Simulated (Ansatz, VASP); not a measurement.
# Si54H16O7F2 (HO:Si(111) with 2 of its OH changed to F): VASP beside Ansatz, part 2 of 2

One calculation is typed for both programs; each brings its own data sets. How far apart do they land? The cell is taken from a series of runs on this material, whose earlier steps may have relaxed, scaled, displaced or heated it; both programs get it as it stands.

VASP 6.6.1 and Ansatz 0.2.0.

So far: The structure; VASP: single point, HSE06 with D3(BJ).

### 3. Ansatz: single point, HSE06 with D3(BJ)

Level of this step: Ansatz beside VASP: Kohn-Sham DFT, plane waves, HSE06 with D3(BJ) (Ansatz).

Ansatz runs on its default PAW (the set named soft_2) files.

The same cell, functional, mesh and smearing now go to Ansatz, which takes its cutoff from its data sets.

File input.yaml:

```yaml
crystal:
  lattice:
    - [11.60362, 0.0, 0.0]
    - [-5.80181, 10.04903, 0.0]
    - [0.0, 0.0, 26.70113]
  atoms:
    - { symbol: Si, position: [0.0, 0.0, 0.09288] }
    - { symbol: Si, position: [0.22222, 0.11111, 0.12245] }
    - { symbol: Si, position: [0.22238, 0.11153, 0.20967] }
    - { symbol: Si, position: [0.11128, 0.2223, 0.23845] }
    - { symbol: Si, position: [0.11055, 0.22115, 0.32662] }
    - { symbol: Si, position: [0.00231, 0.99781, 0.35403] }
    - { symbol: Si, position: [1.0, 0.33333, 0.09288] }
    - { symbol: Si, position: [0.22222, 0.44444, 0.12245] }
    - { symbol: Si, position: [0.22232, 0.44454, 0.20999] }
    - { symbol: Si, position: [0.11081, 0.5554, 0.23787] }
    - { symbol: Si, position: [0.11121, 0.55416, 0.32555] }
    - { symbol: Si, position: [0.99898, 0.33186, 0.35418] }
    - { symbol: Si, position: [1.0, 0.66667, 0.09288] }
    - { symbol: Si, position: [0.22222, 0.77778, 0.12245] }
    - { symbol: Si, position: [0.22244, 0.77748, 0.20958] }
    - { symbol: Si, position: [0.11124, 0.88884, 0.23692] }
    - { symbol: Si, position: [0.1121, 0.88793, 0.32424] }
    - { symbol: Si, position: [0.00176, 0.66639, 0.35332] }
    - { symbol: Si, position: [0.33333, 0.0, 0.09288] }
    - { symbol: Si, position: [0.55556, 0.11111, 0.12245] }
    - { symbol: Si, position: [0.55544, 0.11082, 0.20944] }
    - { symbol: Si, position: [0.44478, 0.22221, 0.2375] }
    - { symbol: Si, position: [0.44553, 0.22111, 0.32518] }
    - { symbol: Si, position: [0.33363, 0.99833, 0.35335] }
    - { symbol: Si, position: [0.33333, 0.33333, 0.09288] }
    - { symbol: Si, position: [0.55556, 0.44444, 0.12245] }
    - { symbol: Si, position: [0.55534, 0.44474, 0.20986] }
    - { symbol: Si, position: [0.44434, 0.5557, 0.23896] }
    - { symbol: Si, position: [0.44405, 0.55592, 0.32745] }
    - { symbol: Si, position: [0.33421, 0.33161, 0.35299] }
    - { symbol: Si, position: [0.33333, 0.66667, 0.09288] }
    - { symbol: Si, position: [0.55556, 0.77778, 0.12245] }
    - { symbol: Si, position: [0.55553, 0.77772, 0.21] }
    - { symbol: Si, position: [0.44448, 0.88905, 0.23789] }
    - { symbol: Si, position: [0.44533, 0.88834, 0.32556] }
    - { symbol: Si, position: [0.33242, 0.66702, 0.35494] }
    - { symbol: Si, position: [0.66667, 0.0, 0.09288] }
    - { symbol: Si, position: [0.88889, 0.11111, 0.12245] }
    - { symbol: Si, position: [0.88914, 0.11081, 0.20982] }
    - { symbol: Si, position: [0.77772, 0.22212, 0.23698] }
    - { symbol: Si, position: [0.77841, 0.22108, 0.32426] }
    - { symbol: Si, position: [0.66751, 0.00044, 0.35421] }
    - { symbol: Si, position: [0.66667, 0.33333, 0.09288] }
    - { symbol: Si, position: [0.88889, 0.44444, 0.12245] }
    - { symbol: Si, position: [0.88906, 0.44443, 0.20944] }
    - { symbol: Si, position: [0.7779, 0.55533, 0.23745] }
    - { symbol: Si, position: [0.77896, 0.55455, 0.32512] }
    - { symbol: Si, position: [0.66853, 0.33169, 0.3531] }
    - { symbol: Si, position: [0.66667, 0.66667, 0.09288] }
    - { symbol: Si, position: [0.88889, 0.77778, 0.12245] }
    - { symbol: Si, position: [0.88856, 0.77774, 0.20967] }
    - { symbol: Si, position: [0.77775, 0.88873, 0.23852] }
    - { symbol: Si, position: [0.77886, 0.88943, 0.32673] }
    - { symbol: Si, position: [0.66834, 0.66567, 0.353] }
    - { symbol: H, position: [0.0, 0.0, 0.03745] }
    - { symbol: O, position: [0.01409, 0.98681, 0.41672] }
    - { symbol: H, position: [0.97435, 0.0282, 0.4365] }
    - { symbol: H, position: [1.0, 0.33333, 0.03745] }
    - { symbol: O, position: [0.99869, 0.32156, 0.41692] }
    - { symbol: H, position: [0.95017, 0.35796, 0.43413] }
    - { symbol: H, position: [1.0, 0.66667, 0.03745] }
    - { symbol: O, position: [0.01142, 0.66409, 0.41638] }
    - { symbol: H, position: [0.98249, 0.71907, 0.4336] }
    - { symbol: H, position: [0.33333, 0.0, 0.03745] }
    - { symbol: O, position: [0.3364, 0.98963, 0.41641] }
    - { symbol: H, position: [0.28211, 0.01951, 0.43356] }
    - { symbol: H, position: [0.33333, 0.33333, 0.03745] }
    - { symbol: F, position: [0.33856, 0.3256, 0.41442] }
    - { symbol: H, position: [0.33333, 0.66667, 0.03745] }
    - { symbol: O, position: [0.33465, 0.66405, 0.41759] }
    - { symbol: H, position: [0.28829, 0.70411, 0.43385] }
    - { symbol: H, position: [0.66667, 0.0, 0.03745] }
    - { symbol: O, position: [0.67677, 0.99989, 0.41694] }
    - { symbol: H, position: [0.63429, 0.04237, 0.43431] }
    - { symbol: H, position: [0.66667, 0.33333, 0.03745] }
    - { symbol: O, position: [0.67868, 0.32268, 0.41599] }
    - { symbol: H, position: [0.63866, 0.36462, 0.43525] }
    - { symbol: H, position: [0.66667, 0.66667, 0.03745] }
    - { symbol: F, position: [0.6743, 0.66094, 0.41443] }
kpoints:
  mp_grid: { grid: [1, 1, 1] }
hamiltonian:
  xc: hse06
  dispersion: d3bj
scf:
  occupations: { method: fermi_dirac, width: 0.025 }
output:
  forces: true
```

On the command line:

```
ansatz run input.yaml --threads 6 --pin off --max-ram 102400MiB --backend cuda --events-out ev --progress --plain --runs-dir out
```

Numbers of over 12 decimals in the logs are rounded to 6 here.

Output:

```text
exact exchange: scf.exx.singularity resolves to wigner_seitz, which cuts the screened interaction at the faces of the exchange supercell's Wigner-Seitz cell, so that each pair interacts once, at the shortest of its separations (the periodic images that this leaves out come, for a point-like exchange hole, to about 0.001 eV on a filled level). The cut falls within the interaction's reach, and what an exchange supercel [...]
Engine: ansatz 0.2.0, x86_64-unknown-linux-gnu
Pseudopotentials: kind: paw
Pseudopotential: Si, paw, valence charge 4, recommended cutoff 420 eV (normal), Si.paw.azcp
Pseudopotential: H, paw, valence charge 1, recommended cutoff 420 eV (normal), H.paw.azcp
Pseudopotential: O, paw, valence charge 6, recommended cutoff 420 eV (normal), O.paw.azcp
Pseudopotential: F, paw, valence charge 7, recommended cutoff 420 eV (normal), F.paw.azcp
Functional definition: HSE06
  parameter a = 0.25
  parameter omega = 0.11/bohr
  exchange = pbe_x - a*pbe_x_sr(omega) + a*exact_x_sr(omega)
  correlation = pbe_c
device memory: the entry about to start is reckoned to put 4.3 GiB on a device that reports 78.0 GiB free
GPU FFT provider: cuFFT
GPU libraries: cuBLAS 13.8.2, cuFFT 12.4.0, cuSOLVER 12.3.4
Crystal: 79 atoms, lattice volume = 3113.489 Å³
Basis set: ecut = 420 eV, 60827 PW (Γ), exchange–correlation on 160×160×360 points (8 copies of the dense FFT grid, shifted against one another)
Bands: 223, of which v1, the nominal top of the filled ones, is band 144 counted from 1 (143 counted from 0)
Symmetry: 1 space group operations
Space group: P1 (ITA 1), of the structure as read, at distance tolerance 1.5e-4 Å
k-points: 1
Non-local potential: Si, projectors of the file, l = 0: 2, l = 1: 2, l = 2: 2
Non-local potential: H, projectors of the file, l = 0: 2, l = 1: 1
Non-local potential: O, projectors of the file, l = 0: 2, l = 1: 2, l = 2: 1
Non-local potential: F, projectors of the file, l = 0: 2, l = 1: 2, l = 2: 1
PAW form: soft (Blöchl's): semilocal exchange-correlation on the pseudo side does not see the compensation charge
PAW frozen core: Si, regenerated for the run's functional, and the local potential with it (the file was generated under x = pbe(κ = 0.804, μ = 0.219515), c = pbe(β = 0.066725))
PAW frozen core: O, regenerated for the run's functional, and the local potential with it (the file was generated under x = pbe(κ = 0.804, μ = 0.219515), c = pbe(β = 0.066725))
PAW frozen core: F, regenerated for the run's functional, and the local potential with it (the file was generated under x = pbe(κ = 0.804, μ = 0.219515), c = pbe(β = 0.066725))
PAW one-centre angular grid: Si, 110 points (default); XC on 64 Gauss nodes
PAW one-centre angular grid: H, 110 points (default); XC on 64 Gauss nodes
PAW one-centre angular grid: O, 110 points (default); XC on 96 Gauss nodes
PAW one-centre angular grid: F, 110 points (default); XC on 64 Gauss nodes
Initial density: superposition of atomic densities (neutral atoms: chi_scale 0, normalization atom), corrected by the library's trained network
Initial wavefunctions: pseudopotential atomic-orbital guess
GPU buffer pool allocated for 1152000 grid points (all kernels)
GPU transforms: local potential and band sums: pruned to the plane-wave sphere, on 80×80×180
Functional: x = pbe(κ = 0.804, μ = 0.219515), c = pbe(β = 0.066725), warm-up for x = pbe(κ = 0.804, μ = 0.219515) + 0.25 (exact − pbe) at short range (hse, ω = 0.207870 Å⁻¹), c = pbe(β = 0.066725); HSE06 as pw.x's `hse` composes it (authors' and Libxc's form: `xc: wpbeh`)
SCF iter   1: F=—  HF=-40188.490856 eV  |F-HF|=—  |Δ(HF+E_count)|=         —  Δρ=2.96e-3  dr2=9.71e-1  ethr=1.77e-3  ⟨swp⟩=14.0  Hψ=1352  notcnv=0
preconditioner: auto → none  [insulator: Δε(μ)=1.081 eV  Ē_g=8.417 eV  σ=0.025 eV  W_gap=1.00  n_scr=332 (ndim 8)  ℏωp=10.9 eV  f_vac=0.542  D(μ)=0.00/eV (n_scr^D=0)]
[...]
hybrid outer 1: dexx = +1.221e-1 eV, tail = 6.00e-5 eV
GPU FFT provider: cuFFT
GPU libraries: cuBLAS 13.8.2, cuFFT 12.4.0, cuSOLVER 12.3.4
GPU buffer pool allocated for 1152000 grid points (all kernels)
GPU transforms: local potential and band sums: pruned to the plane-wave sphere, on 80×80×180
Exchange kernel: α = 0.2500, screened, ω = 0.2079 Å⁻¹, Wigner–Seitz truncation, v(0) = 979.2368 eV·Å³, q-mesh 1×1×1, nearest image of the exchange supercell L = 11.60 Å, pair-density grid 60×60×128, without the augmentation charges, whose exchange is taken in its separable form (sized by the pseudopotential files, 72×72×180 at the most)
Frozen-core exchange: fock
SCF iter   1: F=—  HF=-40213.874787 eV  |F-HF|=—  |Δ(HF+E_count)|=         —  Δρ=1.14e-5  dr2=5.67e-6  ethr=1.04e-7  ⟨swp⟩=13.0  Hψ=679  notcnv=0
preconditioner: auto → none  [insulator: Δε(μ)=1.778 eV  Ē_g=9.817 eV  σ=0.025 eV  W_gap=1.00  n_scr=332 (ndim 8)  ℏωp=10.9 eV  f_vac=0.544  D(μ)=0.00/eV (n_scr^D=0)]
SCF iter   2: F=—  HF=-40213.874786 eV  |F-HF|=—  |Δ(HF+E_count)|=   6.20e-7  Δρ=4.62e-6  dr2=6.86e-7  ethr=1.76e-9  ⟨swp⟩=8.0  Hψ=473  notcnv=0
SCF iter   3: F=—  HF=-40213.874787 eV  |F-HF|=—  |Δ(HF+E_count)|=   9.77e-7  Δρ=3.11e-6  dr2=4.88e-7  ethr=2.00e-10  ⟨swp⟩=8.0  Hψ=580  notcnv=0  defer=1
SCF iter   4: F=—  HF=-40213.874787 eV  |F-HF|=—  |Δ(HF+E_count)|=   7.92e-8  Δρ=8.48e-7  dr2=1.03e-7  ethr=1.65e-10  ⟨swp⟩=4.0  Hψ=415  notcnv=0
SCF iter   5: F=-40213.874787 eV  HF=-40213.874787 eV  |F-HF|=6.55e-11  |Δ(HF+E_count)|=   1.53e-8  Δρ=4.55e-7  dr2=8.83e-9  ethr=3.11e-11  ⟨swp⟩=5.0  Hψ=535  notcnv=0  defer=1
SCF 3 converged in 5 iterations: F = -40213.874787 eV  dr2 = 8.83e-9
  Residual-converged pass: ⟨swp⟩=3.0  Hψ=464  notcnv=0  max |occ|·‖R‖ = 2.3e-6 eV (tolerance 2.8e-6 eV)  dr2=8.72e-9  dr2_onsite=1.67e-10  max |Δocc| = 2.6e-25
hybrid outer 2: dexx = +1.116e-6 eV, tail = 2.34e-8 eV, Δε = 9.36e-4 eV (about 2.26e-5 eV left of the loop's levels), ΔF = 4.21e-3 eV/Å (tail 4.83e-4)
hybrid SCF converged: 2 outer / 14 inner (+7 warm-up), last move |dexx| = 1.12e-6 eV, tail = 2.34e-8 eV
Stability not checked: this state was not tested for a lower state beside it, because the functional holds exact exchange (a hybrid, or Hartree-Fock), whose exchange loop this test does not read (fock_operator; see scf.lower_state_search)
Free energy (F): -40213.874787 eV
Frozen-core exchange: fock
Harris-Foulkes:  -40213.874787 eV  (|F-HF|=6.55e-11)
Internal energy: -40213.874787 eV  (E = F + TS)
E sigma→0 (E₀):  -40213.874787 eV
Fermi energy:    -0.189710 eV
--- Per-component energies (eV) ---
  E_band       = -2243.311840
  E_kinetic    = 4081.579488
  E_local      = -101764.433232  (includes V_loc(G=0)·N_el)
  E_nonlocal   = 1858.821812
  E_hartree    = 49006.922333
  E_xc         = -3082.821977
  E_vxc        = -2890.236022  (∫ρ·V_xc dr)
  E_exx        = -523.247013  (= α·E_x^exact, valence–valence)
  E_paw        = -29423.921552  (= ΣΔE_a)
  E_vpaw       = -496.392692  (= ΣTr[D̂ρ^β])
  E_aug_tail   = 0.002189  (compensation charges beyond the density's cutoff)
  E_ewald      = 39653.461631
  E_disp       = -16.799152  (pairwise vdW)
  E_core_change = -3.439297  (= ΣΔE_core)
  E_smearing   = -0.000000  (= −TS)
  E_closure    = -0.000017  (closes the sum)
  Σ components = -40213.874787   (vs F -40213.874787, Δ=7.28e-12)
--- Forces (eV/Å), atoms counted from 1 ---
  atom   1  Si    -0.00707321     0.00345485     0.73975970
  atom   2  Si    -0.01500220     0.02786470    -0.46356428
  atom   3  Si    -0.00441247     0.00034445     0.00821240
  atom   4  Si     0.00181385    -0.00642577     0.00539184
  atom   5  Si     0.00877286     0.00270546    -0.00613080
  atom   6  Si     0.06329374    -0.03130243     0.39726642
  atom   7  Si    -0.00891861     0.00346140     0.76774115
  atom   8  Si     0.03030213    -0.00261641    -0.39047880
  atom   9  Si     0.00476211    -0.00396319     0.00895547
  atom  10  Si     0.01130609    -0.01007573     0.00363853
  atom  11  Si    -0.00832871     0.00881702     0.01050986
  atom  12  Si     0.03183775    -0.04583071     0.43004143
  atom  13  Si     0.00385680    -0.00747306     0.75222033
  atom  14  Si     0.01876489    -0.01215044    -0.47900138
  atom  15  Si    -0.00455579     0.00236448     0.01217437
  atom  16  Si     0.00464329    -0.00179801     0.01414525
  atom  17  Si    -0.00514782     0.00151459     0.00298202
  atom  18  Si     0.05457321    -0.01032363     0.42074192
  atom  19  Si     0.00870918     0.00172910     0.75113135
  atom  20  Si    -0.01579221    -0.01248156    -0.51165387
  atom  21  Si    -0.00194933     0.00404471     0.01521097
  atom  22  Si     0.00296585    -0.00153306     0.00374423
  atom  23  Si    -0.00145584    -0.00213236     0.02293937
  atom  24  Si     0.03458651    -0.03381065     0.41413837
[...]
atom  72  H      0.00559526    -0.00477619    -0.20703393
  atom  73  O     -0.47435562     0.25844793    -0.27693532
  atom  74  H      0.42866792    -0.24561095    -0.25866935
  atom  75  H     -0.00691328     0.00327105    -0.20811630
  atom  76  O     -0.48174743     0.28227743    -0.23184639
  atom  77  H      0.41220462    -0.24585719    -0.27776031
  atom  78  H     -0.00191804    -0.00261112    -0.21118328
  atom  79  F     -0.03636557     0.01746359    -0.62698767
  max |Σ_I F_I| component: 6.41e-4 eV/Å
--- Band table (eV) ---
  k-point 0: bands = [... 140 lower, -1.5809, -1.5200, -1.1299, -1.0672, 0.7106]
  guard bands above this table: 78 of the run's 223 bands. The solve was not asked for them (output.publish_guard_bands: true or output.eigenvalues: true publishes all)
```

Reading the cycles: dr2 is the Hartree energy of the density residual (eV), the measure of convergence; HF is the Harris–Foulkes estimate of the energy, which meets the free energy F at convergence.

### 4. Differences

Known differences besides the potentials themselves: exact exchange at q = 0 is treated differently, which shows on coarse meshes; VASP keeps PBE cores, Ansatz makes them for the functional; the cutoff is 420 eV in Ansatz and 520 eV in VASP (PREC = Accurate, projectors in real space); VASP takes a coarser grid for exact exchange (PRECFOCK = Fast). Total energies have different zeros and are not compared.

Compared:

```csv
quantity,Ansatz,VASP,difference
gap on the k mesh (eV),1.778,1.798,-0.020
```

Forces on 10 of the 79 atoms, those with the largest forces and the largest differences (eV/Å; atoms numbered as in POSCAR):

```csv
atom,"Ansatz x, y, z","VASP x, y, z"
Si1,"-0.007, 0.003, 0.740","-0.007, 0.003, 0.730"
Si7,"-0.009, 0.003, 0.768","-0.009, 0.003, 0.758"
Si13,"0.004, -0.007, 0.752","0.004, -0.008, 0.743"
Si19,"0.009, 0.002, 0.751","0.009, 0.001, 0.741"
Si30,"0.023, -0.012, 0.512","0.010, -0.002, 0.304"
Si31,"-0.011, 0.005, 0.752","-0.011, 0.005, 0.743"
Si37,"-0.007, 0.006, 0.767","-0.007, 0.006, 0.758"
Si43,"0.009, -0.004, 0.763","0.009, -0.004, 0.753"
Si54,"0.024, -0.012, 0.515","0.009, -0.004, 0.307"
F78,"-0.032, 0.022, -0.624","-0.021, 0.013, -0.430"
```

The forces differ by 43 meV/Å r.m.s., which is 19.0 % of the r.m.s. force of 0.225 eV/Å (both taken over all components). A gap on the mesh is an upper bound, since the band edges may lie between its points. With vacuum in the cell, a pressure given here is an average over mostly empty space and none of the material.

### 5. Outcome

* r.m.s. force difference (single point, HSE06 with D3(BJ)): 19 % of the r.m.s. force

What this shows: The r.m.s. force difference is 19 % of the r.m.s. force (single point, HSE06 with D3(BJ)), beyond the 3 % picked in this series as the mark of a large difference. What causes the difference of the single point, HSE06 with D3(BJ) pair stays open here. How closely two codes agree says nothing of how well the functional describes the real material.

[Lines on the potential files, build, host, timing and source positions are cut from VASP's logs without a mark.]

[Logs are printed without paths, hosts, clocks, repeated set-up lines and the standing remarks that a program may print on its own settings, such as how far it seeks lower states.]

[Hosts, paths, dates, database ids (printed as entryN), source tags and the programs' standing remarks are cut or masked in the printed files.]
